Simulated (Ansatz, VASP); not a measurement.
**Sb: VASP beside Ansatz**

The input INCAR:

```
PREC     = Accurate       # precision mode
ENCUT    = 520            # plane-wave cutoff, eV
EDIFF    = 1E-6           # SCF threshold, eV
ISMEAR   = -1             # smearing method
SIGMA    = 0.1            # smearing width, eV
LREAL    = F              # projectors in reciprocal space
LASPH    = T              # aspherical terms in the spheres
NELM     = 80             # most SCF steps
ALGO     = Normal         # electronic algorithm
ISIF     = 2              # what is computed and relaxed
LWAVE    = F              # write WAVECAR
LCHARG   = F              # write CHGCAR
GGA      = PE             # functional
NBANDS   = 8              # bands
```

File KPOINTS:

```
Automatic mesh
0
Gamma
  11 11 11
```

The input POSCAR:

```
Sb
1.0
    3.1465987510      0.0000000000      0.0000000000
    0.0000000000      3.1465987510      0.0000000000
    0.0000000000      0.0000000000      3.1465987510
Sb
1
Direct
    0.0000000000      0.0000000000      0.0000000000
```

Input for Ansatz:

```yaml
crystal:
  lattice:
    - [3.146598751, 0.0, 0.0]
    - [0.0, 3.146598751, 0.0]
    - [0.0, 0.0, 3.146598751]
  atoms:
    - { symbol: Sb, position: [0.0, 0.0, 0.0] }
hamiltonian:
  xc: pbe
  pseudopotentials:
    kind: paw
    azcp:
      Sb: "pseudopotentials/Sb.paw.azcp"
basis:
  ecutwfc: 420
  fft_grid_basis: typed
kpoints:
  mp_grid: { grid: [11, 11, 11], shift: [0, 0, 0] }
magnetization:
  spin_polarized: false
scf:
  occupations: { method: fermi_dirac, width: 0.1 }
  lower_state_search: "off"
output:
  stress: true
```

Alike in both runs: task single point; functional PBE; k mesh 11 × 11 × 11; occupations fermi-dirac, width 0.1 eV; no spin polarisation.

|  | VASP | Ansatz |
| --- | --- | --- |
| version | VASP 6.6.1 | Ansatz 0.2.0 |
| potentials or method | VASP PAW PBE potentials, release 64 (Sb) | plane waves (420 eV) with PAW, scalar-relativistic |
| plane-wave cutoff (eV) | 520 | 420 |
| valence electrons in the cell | 5 | 15 |

```tsv
	VASP	Ansatz	Ansatz less VASP
pressure (GPa)	-1.5	-1.5	+0.04
```

The two sets of potentials don't hold the same shells in valence.

The runs have no spin-orbit coupling, so splittings on Sb are missing.
